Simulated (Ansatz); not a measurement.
Crystal: V2O5, cubic X2O5 type, 14 atoms in the cell.

Space group Pn-3m, simple cubic cell, positions in fractions of the edge: V (0 0 0), (0.5 0.5 0), (0.5 0 0.5), (0 0.5 0.5); O (0.5 0 0), (0 0.5 0), (0 0 0.5), (0.5 0.5 0.5), (0.75 0.75 0.25), (0.75 0.25 0.75), (0.25 0.75 0.75), (0.75 0.25 0.25), (0.25 0.75 0.25), (0.25 0.25 0.75).

Computed with Ansatz 0.2.0 development build, PBE, plane waves, PAW datasets (generated hard set).

Cutoff 700 eV; k-mesh 8×8×8 Γ-centred; Fermi–Dirac smearing of 0.0612 eV; no spin polarisation.

The fit to the energies gives V₀ = 8.566 Å³/atom (a₀ = 4.931 Å), B₀ = 231 GPa, B₀′ = 4.43.

(1) What pressure does the program print at V = 8.909 Å³/atom, and how far above the lowest computed point (V = 8.566 Å³/atom) does the energy lie?

Answers

(1) -8.29 GPa and 9.19 meV/atom. All points:

| V (Å³/atom) | a (Å) | E − E(min) (meV/atom) | P (GPa) |
| --- | --- | --- | --- |
| 8.052 | 4.8307 | 24.83 | 16.37 |
| 8.224 | 4.8648 | 10.63 | 10.31 |
| 8.395 | 4.8983 | 2.56 | 4.88 |
| 8.566 | 4.9314 | 0.00 | 0.00 |
| 8.737 | 4.9641 | 2.38 | -4.37 |
| 8.909 | 4.9963 | 9.19 | -8.29 |
| 9.080 | 5.0281 | 19.97 | -11.81 |

The published all-electron PBE values for this crystal (mean of FLEUR and WIEN2k, k-spacing 0.06 Å⁻¹; Bosoni et al., Nat. Rev. Phys. 6, 45 (2024)) are V₀ = 8.567 Å³/atom, B₀ = 230.8 GPa, B₀′ = 4.42. This run's mesh is coarser (spacing 0.16 Å⁻¹), so part of any difference comes from k-sampling.

The stress includes the program's correction for the finite plane-wave basis.

This cubic structure is a model: it isn't the usual form of the substance at ambient conditions, and such phases are metastable or hypothetical. The k-mesh is modest, so these values aren't fully converged in k. Spin polarisation is left out, and a magnetic state may lie lower.
